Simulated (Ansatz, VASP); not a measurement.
## Cross-check of SrLa2Mn3O9 (La0.67Sr0.33MnO3, rhombohedral perovskite) between VASP and Ansatz

One calculation is typed for both programs; each brings its own data sets. How far apart do they land? The cell is invented: As first built, before any earlier steps moved the atoms (in the runner's words): 1x1x1 conventional cells of the LaMnO3 type (30 atoms: 18 O, 6 Mn, 2 Sr, 4 La); La/Sr share their sites, the best of 600 random draws by like-pair counts in two shells; start lattice of LaMnO3; atoms moved at random by 0.02 A. It may not be a known or stable phase. Of the first pair: The structure shown is the start of the Ansatz relaxation below; VASP solves that cell, so the two are compared at the walk's first step.

Method: plane waves, with VASP 6.6.1 beside it; single point at PBEsol, DFT+U, in Ansatz 0.2.0.

## 1. Starting point

The cell holds 30 atoms: 18 O, 6 Mn, 2 Sr and 4 La. Its edges and angles: a = 5.457 Å, b = 5.460 Å, c = 13.242 Å, α = 90.0°, β = 90.0°, γ = 120.0°. It derives from LaMnO3 (LaMnO3 type, space group 167), repeated 1×1×1. As first built, before any earlier steps moved the atoms (in the runner's words): 1x1x1 conventional cells of the LaMnO3 type (30 atoms: 18 O, 6 Mn, 2 Sr, 4 La); La/Sr share their sites, the best of 600 random draws by like-pair counts in two shells; start lattice of LaMnO3; atoms moved at random by 0.02 A.

## 2. Ansatz: relaxation, PBEsol, DFT+U

Ansatz runs on its default PAW (the set named soft_2) files.

The two programs are compared at the cell with which this relaxation starts, whose forces are those of its first step.

input.yaml

```yaml
crystal:
  lattice:
    - [5.45693, -0.00133, 0.00081]
    - [-2.72962, 4.72829, 0.00027]
    - [0.00196, 0.00189, 13.24197]
  atoms:
    - { symbol: O, position: [0.54798, 0.99953, 0.25071] }
    - { symbol: O, position: [0.00275, 0.55045, 0.25117] }
    - { symbol: O, position: [0.45149, 0.4544, 0.25183] }
    - { symbol: O, position: [0.11749, 0.32697, 0.08882] }
    - { symbol: O, position: [0.67371, 0.78912, 0.0885] }
    - { symbol: O, position: [0.21164, 0.88327, 0.08802] }
    - { symbol: O, position: [0.21757, 0.34064, 0.57813] }
    - { symbol: O, position: [0.66133, 0.87848, 0.57841] }
    - { symbol: O, position: [0.12343, 0.78435, 0.57891] }
    - { symbol: O, position: [0.78717, 0.66813, 0.41621] }
    - { symbol: O, position: [0.33242, 0.11723, 0.41576] }
    - { symbol: O, position: [0.88367, 0.21324, 0.41508] }
    - { symbol: O, position: [0.86464, 0.66285, 0.92085] }
    - { symbol: O, position: [0.33907, 0.2031, 0.9211] }
    - { symbol: O, position: [0.79887, 0.13729, 0.92145] }
    - { symbol: O, position: [0.47052, 0.00486, 0.74608] }
    - { symbol: O, position: [0.99609, 0.46461, 0.74584] }
    - { symbol: O, position: [0.53629, 0.53042, 0.74548] }
    - { symbol: Mn, position: [0.00088, 0.00041, 0.99888], spin: 4.5 }
    - { symbol: Mn, position: [0.33419, 0.66725, 0.16653], spin: 4.5 }
    - { symbol: Mn, position: [0.66757, 0.33382, 0.33346], spin: 4.5 }
    - { symbol: Mn, position: [0.00093, 0.00039, 0.5004], spin: 4.5 }
    - { symbol: Mn, position: [0.33424, 0.66727, 0.66805], spin: 4.5 }
    - { symbol: Mn, position: [0.66758, 0.33386, 0.83347], spin: 4.5 }
    - { symbol: Sr, position: [0.33426, 0.66729, 0.91224] }
    - { symbol: Sr, position: [0.00087, 0.0004, 0.75468] }
    - { symbol: La, position: [0.33424, 0.66696, 0.41931] }
    - { symbol: La, position: [0.00088, 0.00068, 0.24762] }
    - { symbol: La, position: [0.66759, 0.33374, 0.07593] }
    - { symbol: La, position: [0.66752, 0.33391, 0.59101] }
magnetization:
  spin_polarized: true
kpoints:
  mp_grid: { grid: [4, 4, 1] }
hamiltonian:
  xc: pbesol
  hubbard:
    sites: [{ species: Mn, l: d, u_eff: 4.0 }]
    projectors: ortho-atomic
scf:
  occupations: { method: fermi_dirac, width: 0.03 }
output:
  forces: true
  stress: true
relax:
  f_tol: 0.02
  max_steps: 35
  cell: { stress_tol: 0.1 }
```

Started as:

```bash
$ ansatz run input.yaml --threads 4 --pin off --max-ram 15360MiB --backend cpu --events-out ev --progress --plain --runs-dir out
```

Numbers of over 12 decimals in the logs are rounded to 6 here.

What it wrote:

```text
The last accepted step is kept in <dir> (removed where the run ends without a failure and the disk answers)
Engine: ansatz 0.2.0, x86_64-unknown-linux-gnu
Pseudopotentials: kind: paw
Pseudopotential: O, paw, valence charge 6, recommended cutoff 420 eV (normal), O.paw.azcp
Pseudopotential: Mn, paw, valence charge 15, recommended cutoff 420 eV (normal), Mn.paw.azcp
Pseudopotential: Sr, paw, valence charge 10, recommended cutoff 420 eV (normal), Sr.paw.azcp
Pseudopotential: La, paw, valence charge 11, recommended cutoff 420 eV (normal), La.paw.azcp
Functional definition: PBEsol
  exchange = pbesol_x
  correlation = pbesol_c
Crystal: 30 atoms, lattice volume = 341.621 Å³
Basis set: ecut = 420 eV, 6675 PW (Γ), exchange–correlation on 80×80×180 points (8 copies of the dense FFT grid, shifted against one another)
Bands: 175, of which v1, the nominal top of the filled ones, is band 131 counted from 1 (130 counted from 0)
Symmetry: 1 space group operations
Space group: P1 (ITA 1), of the structure as read, at distance tolerance 7.0e-5 Å
Magnetic group: BNS 1.1 (UNI 1), of the structure as read, at distance tolerance 7.0e-5 Å
k-points: 10 of 16 (time reversal used)
Non-local potential: O, projectors of the file, l = 0: 2, l = 1: 2, l = 2: 1
Non-local potential: Mn, projectors of the file, l = 0: 3, l = 1: 2, l = 2: 3, l = 3: 1
Non-local potential: Sr, projectors of the file, l = 0: 3, l = 1: 2, l = 2: 2
Non-local potential: La, projectors of the file, l = 0: 3, l = 1: 2, l = 2: 2, l = 3: 3
PAW form: soft (Blöchl's): semilocal exchange-correlation on the pseudo side does not see the compensation charge
PAW frozen core: O, regenerated for the run's functional, and the local potential with it (the file was generated under x = pbe(κ = 0.804, μ = 0.219515), c = pbe(β = 0.066725))
PAW frozen core: Mn, regenerated for the run's functional, and the local potential with it (the file was generated under x = pbe(κ = 0.804, μ = 0.219515), c = pbe(β = 0.066725))
PAW frozen core: Sr, regenerated for the run's functional, and the local potential with it (the file was generated under x = pbe(κ = 0.804, μ = 0.219515), c = pbe(β = 0.066725))
PAW frozen core: La, regenerated for the run's functional, and the local potential with it (the file was generated under x = pbe(κ = 0.804, μ = 0.219515), c = pbe(β = 0.066725))
PAW one-centre angular grid: O, 110 points (default); XC on 64 Gauss nodes
PAW one-centre angular grid: Mn, 590 points (default); XC on 64 Gauss nodes
PAW one-centre angular grid: Sr, 110 points (default); XC on 64 Gauss nodes
PAW one-centre angular grid: La, 590 points (default); XC on 64 Gauss nodes
Initial density: superposition of atomic densities (chi_scale 0.1, normalization cell, long waves kept (reshape's long-wave potential 0.42 eV rms))
Starting moments: Σ|m| = 27 μB on 6 of 30 sites
Initial wavefunctions: pseudopotential atomic-orbital guess
Functional: x = pbesol(κ = 0.804, μ = 0.123457), c = pbesol(β = 0.046)
SCF iter   1: F=—  HF=-64958.490252 eV  |F-HF|=—  |Δ(HF+E_count)|=         —  Δρ=6.40e-2 (↑6.40e-2 ↓4.70e-2)  dr2=4.00e1  dr2_m=1.35e0  M=22.002 μB ∫|m|=26.024 μB  β_m=0.30  ethr=3.10e-3  ⟨swp⟩=7.5  Hψ=14044  notcnv=0
preconditioner: auto → Kerker (q_TF=auto, 2.610 Å⁻¹)  [metal: Δε(μ)=0.004 eV  Ē_g=11.015 eV  σ=0.030 eV  W_gap=0.03  n_scr=94 (ndim 8)  ℏωp=28.6 eV  f_vac=0.000  D(μ)=6.04/eV (n_scr^D=36)]
spin=Collinear: Kerker preconditioning applied to the charge; magnetization (m = ρ↑ − ρ↓) channel mixes plain (no charge-response kernel on spin).
SCF iter   2: F=—  HF=-64954.719165 eV  |F-HF|=—  |Δ(HF+E_count)|=    3.77e0  Δρ=2.69e-2 (↑2.69e-2 ↓1.96e-2)  dr2=7.36e0  dr2_m=7.26e-1  M=22.000 μB ∫|m|=25.581 μB  β_m=0.30  ethr=3.10e-3  ⟨swp⟩=3.0  Hψ=7260  notcnv=0  defer=513
SCF iter   3: F=—  HF=-64955.296085 eV  |F-HF|=—  |Δ(HF+E_count)|=   5.77e-1  Δρ=1.88e-2 (↑1.88e-2 ↓1.35e-2)  dr2=4.19e0  dr2_m=4.26e-1  M=22.000 μB ∫|m|=25.337 μB  β_m=0.30  ethr=2.81e-3  ⟨swp⟩=3.1  Hψ=4251  notcnv=0  defer=513
SCF iter   4: F=—  HF=-64955.512800 eV  |F-HF|=—  |Δ(HF+E_count)|=   2.17e-1  Δρ=9.43e-3 (↑8.86e-3 ↓9.43e-3)  dr2=1.31e0  dr2_m=2.16e-1  M=22.000 μB ∫|m|=25.163 μB  β_m=0.30  ethr=1.60e-3  ⟨swp⟩=3.5  Hψ=6410  notcnv=0  defer=523
SCF iter   5: F=—  HF=-64955.627593 eV  |F-HF|=—  |Δ(HF+E_count)|=   1.15e-1  Δρ=7.73e-3 (↑6.80e-3 ↓7.73e-3)  dr2=8.35e-1  dr2_m=1.28e-1  M=22.000 μB ∫|m|=25.026 μB  β_m=0.30  ethr=5.01e-4  ⟨swp⟩=4.3  Hψ=4618  notcnv=0  defer=526
SCF iter   6: F=—  HF=-64955.745692 eV  |F-HF|=—  |Δ(HF+E_count)|=   1.18e-1  Δρ=5.89e-3 (↑5.19e-3 ↓5.89e-3)  dr2=4.18e-1  dr2_m=8.17e-2  M=22.000 μB ∫|m|=24.924 μB  β_m=0.30  ethr=3.19e-4  ⟨swp⟩=3.0  Hψ=3939  notcnv=0  defer=543
[...]
SCF iter   3: F=—  HF=-64956.031654 eV  |F-HF|=—  |Δ(HF+E_count)|=   3.86e-2  Δρ=1.01e-3 (↑1.01e-3 ↓5.19e-4)  dr2=1.56e-2  dr2_m=4.23e-4  M=22.000 μB ∫|m|=24.735 μB  ethr=3.82e-7  ⟨swp⟩=1.6  Hψ=11180  notcnv=0
SCF iter   4: F=—  HF=-64956.029910 eV  |F-HF|=—  |Δ(HF+E_count)|=   1.74e-3  Δρ=1.10e-4 (↑1.10e-4 ↓4.02e-5)  dr2=7.24e-5  dr2_m=8.38e-6  M=22.000 μB ∫|m|=24.740 μB  ethr=3.82e-7  ⟨swp⟩=1.0  Hψ=7714  notcnv=0
[...]
SCF converged after 7 iterations
Magnetization: 22.0000 μB (142.0000 up, 120.0000 down)
Absolute magnetization: 24.8435 μB (∫|ρ↑−ρ↓|, with the PAW one-centre terms)
Spin contamination: 0.9273 ħ² per cell (⟨S²⟩ above its minimum at these occupations)
Per-site moments (μB) at R_I (Å): [(-0.047771, 0.807750), (-0.047855, 0.807852), (-0.047781, 0.807813), (-0.042742, 0.805067), (-0.043047, 0.804958), (-0.042890, 0.804919), (-0.042743, 0.805067), (-0.043049, 0.804958), (-0.042891, 0.804919), (-0.047773, 0.807749), (-0.047856, 0.807852), (-0.047782, 0.807813), (-0.052968, 0.797098), (-0.053036, 0.797131), (-0.052960, 0.797218), (-0.052967, 0.797098), (-0.053035, 0.797 [...]
Free energy (F): -64956.029904 eV
Harris-Foulkes:  -64956.029904 eV  (|F-HF|=5.60e-10)
Internal energy: -64956.016277 eV  (E = F + TS)
E sigma→0 (E₀):  -64956.023090 eV
Entropy (-TS):   -0.013626 eV (-0.454 meV/atom)
Fermi energy:    12.225702 eV
--- Per-component energies (eV) ---
  E_band       = -1494.665558
  E_kinetic    = 6206.814170
  E_local      = -21258.569256  (includes V_loc(G=0)·N_el)
  E_nonlocal   = 3135.327079
  E_hartree    = 8341.822289
  E_xc         = -2891.498235
  E_vxc        = -3474.011670  (∫ρ·V_xc dr)
  E_hubbard    = 12.230312  (on-site DFT+U / exact-exchange correction)
  E_vhub       = -37.752871  (the Hubbard potential's part of the band-sum identity)
  E_paw        = -36961.184946  (= ΣΔE_a)
  E_vpaw       = -2750.163877  (= ΣTr[D̂ρ^β])
  E_aug_tail   = 0.043606  (compensation charges beyond the density's cutoff)
  E_ewald      = -21543.601112
  E_core_change = 2.599817  (= ΣΔE_core)
  E_smearing   = -0.013626  (= −TS)
  E_closure    = -0.000000  (closes the sum)
  Σ components = -64956.029904   (vs F -64956.029904, Δ=0.00e0)
--- Forces (eV/Å), atoms counted from 1 ---
  atom   1  O      0.00029035     0.00009501     0.00029247
  atom   2  O      0.00005049     0.00010583    -0.00021477
  atom   3  O      0.00022043    -0.00044248    -0.00023714
  atom   4  O     -0.00025248     0.00051851     0.00014436
  atom   5  O     -0.00032686    -0.00026531     0.00037262
  atom   6  O      0.00038995    -0.00013039     0.00059346
  atom   7  O      0.00024712    -0.00055793    -0.00009648
  atom   8  O      0.00034671     0.00028891    -0.00029950
  atom   9  O     -0.00041543     0.00014327    -0.00053536
  atom  10  O     -0.00029062    -0.00009829    -0.00034835
  atom  11  O     -0.00004818    -0.00012235     0.00016652
  atom  12  O     -0.00021385     0.00044754     0.00019093
  atom  13  O      0.00010875     0.00153905    -0.00009627
  atom  14  O     -0.00149965    -0.00091488    -0.00018886
  atom  15  O      0.00155909    -0.00102187    -0.00037035
  atom  16  O     -0.00011144    -0.00154159     0.00007700
  atom  17  O      0.00149719     0.00092575     0.00017212
  atom  18  O     -0.00154970     0.00103508     0.00036089
  atom  19  Mn    -0.00010392     0.00030328    -0.00106550
  atom  20  Mn     0.00002173    -0.00013132     0.00081002
  atom  21  Mn    -0.00001032     0.00000081     0.00012445
  atom  22  Mn    -0.00002889     0.00013539    -0.00088664
  atom  23  Mn     0.00010239    -0.00030455     0.00088079
  atom  24  Mn     0.00000179    -0.00000252     0.00010843
  atom  25  Sr     0.00004761     0.00004188     0.00119066
  atom  26  Sr    -0.00004716    -0.00004843    -0.00112559
  atom  27  La     0.00016602    -0.00029911    -0.00045235
  atom  28  La    -0.00014374     0.00029620     0.00067507
  atom  29  La    -0.00014610    -0.00020817     0.00083237
  atom  30  La     0.00013862     0.00021272    -0.00107495
  max |Σ_I F_I| component: 8.67e-8 eV/Å
--- Stress (GPa, compression-positive) ---
        0.011219       0.000257      -0.000621
        0.000257       0.009785      -0.000584
       -0.000621      -0.000584       0.013706
  P = ⅓ Tr σ = 0.0116 GPa (0.116 kbar)
--- Relaxed structure (7 steps of the walk, 7 accepted, 2 SCFs on fresh bases) ---
  F+E_penalty+E_count = -64956.02990361 eV   max|allowed force component| = 1.559e-3 eV/Å   (the final SCF, on the basis selected at the relaxed cell)
  cell:  # Å, volume = 349.7444 Å³
    - [5.507164, -0.000468528, 0.000281008]
    - [-2.753991, 4.770213, 0.000152359]
    - [0.000683731, 0.000826297, 13.313931]
  atoms:
    - { symbol: O, position: [0.555024, 0.997571, 0.251078] }
    - { symbol: O, position: [0.0041242, 0.558184, 0.251260] }
    - { symbol: O, position: [0.443378, 0.446739, 0.251483] }
    - { symbol: O, position: [0.108371, 0.326109, 0.089217] }
    - { symbol: O, position: [0.675040, 0.781872, 0.089096] }
    - { symbol: O, position: [0.219338, 0.892821, 0.088938] }
    - { symbol: O, position: [0.226755, 0.341553, 0.577711] }
    - { symbol: O, position: [0.660084, 0.885789, 0.577833] }
    - { symbol: O, position: [0.115788, 0.774840, 0.577990] }
    - { symbol: O, position: [0.780101, 0.670091, 0.415851] }
    - { symbol: O, position: [0.331001, 0.109478, 0.415669] }
    - { symbol: O, position: [0.891748, 0.220923, 0.415446] }
    - { symbol: O, position: [0.872772, 0.661961, 0.921739] }
    - { symbol: O, position: [0.339663, 0.211356, 0.921835] }
    - { symbol: O, position: [0.790259, 0.128849, 0.921959] }
    - { symbol: O, position: [0.462354, 0.00569992, 0.745190] }
    - { symbol: O, position: [0.995462, 0.456305, 0.745095] }
    - { symbol: O, position: [0.544866, 0.538811, 0.744970] }
    - { symbol: Mn, position: [0.000898736, 0.000472838, 0.999613] }
    - { symbol: Mn, position: [0.334218, 0.667198, 0.166870] }
    - { symbol: Mn, position: [0.667563, 0.333831, 0.333464] }
    - { symbol: Mn, position: [0.000906974, 0.000463605, 0.500058] }
    - { symbol: Mn, position: [0.334227, 0.667188, 0.667316] }
    - { symbol: Mn, position: [0.667563, 0.333831, 0.833464] }
    - { symbol: Sr, position: [0.334241, 0.667228, 0.911772] }
    - { symbol: Sr, position: [0.000883943, 0.000432831, 0.755156] }
    - { symbol: La, position: [0.334233, 0.667081, 0.419312] }
    - { symbol: La, position: [0.000891788, 0.000580957, 0.247615] }
    - { symbol: La, position: [0.667588, 0.333791, 0.075627] }
    - { symbol: La, position: [0.667537, 0.333870, 0.591303] }
```

(Part 1 of 4 ends here.)

[Lines on the potential files, build, host, timing and source positions are cut from VASP's logs without a mark.]

[Logs are printed without paths, hosts, clocks, repeated set-up lines and the standing remarks that a program may print on its own settings, such as how far it seeks lower states.]

[Hosts, paths, dates, database ids (printed as entryN), source tags and the programs' standing remarks are cut or masked in the printed files.]
